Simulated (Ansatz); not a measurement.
Write a Python script for Ansatz's Python interface that makes a displacement scan with seeded SCF runs of AgCl, space group Fm-3m. Level of theory (first run): r2SCAN, PAW, the default cutoff (500 eV here), 3×3×3 k-points, fixed occupations, D4 dispersion.

```
CELL_PARAMETERS angstrom
0.00000 2.73500 2.73500
2.73500 0.00000 2.73500
2.73500 2.73500 0.00000
ATOMIC_POSITIONS crystal
Ag 0.00000 0.00000 0.00000
Cl 0.50000 0.50000 0.50000
```

Script `walk_agcl.py`:
```python
"""Move one atom of AgCl step by step, each SCF seeded by the last."""

import warnings

import ansatz as az
import numpy as np
import pandas as pd

SETTINGS = {
    "k_length": 11,
    "xc": "r2SCAN",
    "vdw": "d4",
}

warnings.simplefilter("ignore", az.DeckWarning)

lattice = az.Lattice.of(
    [0.0, 2.735, 2.735],
    [2.735, 0.0, 2.735],
    [2.735, 2.735, 0.0],
)
sites = [
    ("Ag", [0.0, 0.0, 0.0]),
    ("Cl", [0.5, 0.5, 0.5]),
]
agcl = az.Crystal(lattice=lattice)
for symbol, position in sites:
    agcl = agcl.atom(symbol, position)

start = np.array(agcl.resolved().sites[0].position)
previous, rows = None, []
for step in range(4):
    target = start + step * 0.01 * np.eye(3)[1]
    base = (
        agcl.move(0, to=target).calculation()
        .kpoints(length=SETTINGS["k_length"])
        .functional(SETTINGS["xc"], dispersion=SETTINGS["vdw"])
        .occupations(az.OccupationsMethod.FIXED)
        .forces()
    )
    session = base.session()
    if previous is not None:
        session.seed_next_step(previous)
    previous = session.plan(retain="density").execute()
    summary = previous.report
    shift = float(np.linalg.norm((target - start) @ np.array(summary["lattice"]["cell_ang"])))
    rows.append((step, shift, summary["lagrangian_ev"], float(np.linalg.norm(summary["forces_ev_ang"][0])), summary["n_iterations"], summary["n_symmetry_ops"]))
rows = [(row[0], row[1], 1000 * (row[2] - rows[0][2]), *row[3:]) for row in rows]
print(pd.DataFrame(rows, columns=["step", "moved A", "dE meV", "force on it eV/A", "iterations", "symmetry operations"]).round(4).to_string(index=False))
```

```console
$ python walk_agcl.py
 step  moved A  dE meV  force on it eV/A  iterations  symmetry operations
    0   0.0000  0.0000            0.0000           6                   48
    1   0.0387  1.3756            0.0712           7                    4
    2   0.0774  5.5142            0.1430           7                    4
    3   0.1160 12.4512            0.2160           7                    4
```

What to keep in mind:
- Energy and stress may still move on a finer k-point mesh.
- Of the deposited cell: the entry's cell lengths or inner coordinates differ somewhat from later room-temperature determinations.
- The structure is a deposited one; some such entries were measured under pressure or heat, so a shift against it needn't be the functional's error alone.
- The first step keeps the crystal's symmetry; the moved atom lowers it.
- Hardware and time: 8.2 s on 1 thread of Intel(R) Xeon(R) CPU @ 2.60GHz (Ice Lake), with other jobs on the host, peak memory 0.64 GiB.

(Lines on the test bed's own set-up are left out of the output.)
